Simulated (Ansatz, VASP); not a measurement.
One calculation of S, two programs

```
S
1.0
     0.00000    2.39597    2.39597
     2.39597    0.00000    2.39597
     2.39597    2.39597    0.00000
S
2
Direct
  0.87500 0.87500 0.87500
  0.12500 0.12500 0.12500
```

Change from the starting cell: volume scaled by 0.6, LAPW.

Alike in both runs: task single point; functional PBEsol; k mesh 13 × 13 × 13; occupations fermi-dirac, width 0.05 eV; no spin polarisation.

|  | VASP | Ansatz |
| --- | --- | --- |
| version | VASP 6.6.1 | Ansatz 0.2.0 |
| potentials or method | VASP PAW PBE potentials, release 64 (S), cutoff 520 eV | all-electron LAPW, scalar-relativistic |

|  | VASP | Ansatz | Ansatz less VASP |
| --- | --- | --- | --- |
| pressure (GPa) | 54.4 | 53.9 | -0.45 |

Ansatz ran all-electron here, so the differences hold the error of VASP's frozen core and of both bases.

Caveats: so large a pressure means that the cell lies far from this level's equilibrium, or that cutoff or potentials fall short (VASP); the potentials were made for another functional, which shifts forces and pressure (VASP).
